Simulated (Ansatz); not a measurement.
**CdSe: computed properties**

These are results of Ansatz, DFT PBE, scalar-relativistic, plane waves, PAW, not measurements.

Plane waves to 420 eV, a k mesh through Γ of 10×10×10 on the computed 2-atom cell and Gaussian smearing (0.02 eV); no spin polarisation.

The structure is relaxed at this level of theory with its symmetry kept. This zinc-blende form isn't the usual stable structure of the compound.

The structure is cubic, space group F-43m (No. 216). Conventional cell: a = 6.197 Å, b = 6.197 Å, c = 6.197 Å, α = 90.00°, β = 90.00°, γ = 90.00°. Cd (site symmetry -43m) has 4 Se at 2.68 Å as nearest neighbours. Se (site symmetry -43m) has 4 Cd at 2.68 Å as nearest neighbours.

```json
{
  "Volume per atom": "29.75 Å³",
  "Formation energy from the elements' standard states (uncorrected)": "-0.633 eV/atom",
  "Kohn–Sham band gap": "0.49 eV",
  "Löwdin character of the top 1 eV of the valence band": "Se 4p 91 %",
  "Löwdin character of the lowest 1 eV of the conduction band": "Cd 5s 54 %, Se 4p 29 %, Se 4s 15 %",
  "Bader charges (e)": "Cd (1 in the cell) 0.72, Se (1 in the cell) -0.72"
}
```